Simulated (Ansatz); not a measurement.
HgSe:

```xyz
2
Lattice="0.0000 3.0390 3.0390 3.0390 0.0000 3.0390 3.0390 3.0390 0.0000" Properties=species:S:1:pos:R:3 pbc="T T T"
Hg    0.0000    0.0000    0.0000
Se    4.5585    4.5585    4.5585
```

| Quantity | Value |
| --- | --- |
| Program | Ansatz 0.2.0 |
| Task | relaxation of cell and atoms |
| Functional | revPBE |
| Potentials or basis | all-electron LAPW, scalar-relativistic |
| Basis error allowed | 0.001 eV/atom |
| k mesh | 8 × 8 × 8 |
| Occupations | fermi-dirac, width 0.05 eV |
| Spin | no spin polarisation |

At the start: volume 28.07 Å³/atom.

Where does the relaxation end?

Over 5 steps the energy falls by 61.8 meV/atom and the volume is 31.67 Å³/atom (+12.8 %); space group F-43m (No. 216, to 0.05 Å).

Step by step:
| step | energy change (eV) | largest force (eV/Å) | volume (Å³) |
| --- | --- | --- | --- |
| 1 | 0.0000 | 0.0000 | 56.13 |
| 2 | -0.1189 | 0.0000 | 64.97 |
| 3 | -0.1233 | 0.0000 | 63.71 |
| 4 | -0.1235 | 0.0000 | 63.33 |
| 5 | -0.1235 | 0.0000 | 63.33 |

Final structure:
```yaml
crystal:
  lattice:
    - [0.00000, 3.16376, 3.16376]
    - [3.16376, 0.00000, 3.16376]
    - [3.16376, 3.16376, 0.00000]
  atoms:
    - { symbol: Hg, position: [0.00000, 0.00000, 0.00000] }
    - { symbol: Se, position: [0.75000, 0.75000, 0.75000] }
```
